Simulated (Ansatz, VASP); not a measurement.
# Pb in VASP and in Ansatz

```
CELL_PARAMETERS angstrom
0.00000 3.39252 3.39252
3.39252 0.00000 3.39252
3.39252 3.39252 0.00000
ATOMIC_POSITIONS crystal
Pb 0.25000 0.25000 0.25000
Pb 0.00000 0.00000 0.00000
```

Change from the starting cell: volume scaled by 0.96.

Alike in both runs: task single point; functional PBEsol; k mesh 7 × 7 × 7; occupations fermi-dirac, width 0.05 eV; no spin polarisation.

|  | VASP | Ansatz |
| --- | --- | --- |
| version | VASP 6.6.1 | Ansatz 0.2.0 |
| potentials or method | VASP PAW PBE potentials, release 64 (Pb_d) | Ansatz PAW |
| plane-wave cutoff (eV) | 520 | 420 |
| valence electrons in the cell | 28 | 28 |

|  | VASP | Ansatz | Ansatz less VASP |
| --- | --- | --- | --- |
| gap on the k mesh at the Fermi level (eV) | none | none | - |
| pressure (GPa) | 1.9 | 1.9 | +0.07 |

A gap of «none» marks a metal or a gap that the smearing closes. The functional is the same, so the differences come from potentials, cutoffs and numerics.

Caveats: the PAW data sets were made with another functional, which shifts forces and pressure a little (VASP); the PAW data sets come from PBE, with cores solved anew for the run's functional, which leaves a small shift of forces and pressure (Ansatz). Spin-orbit coupling is left out, which matters for the levels of Pb.
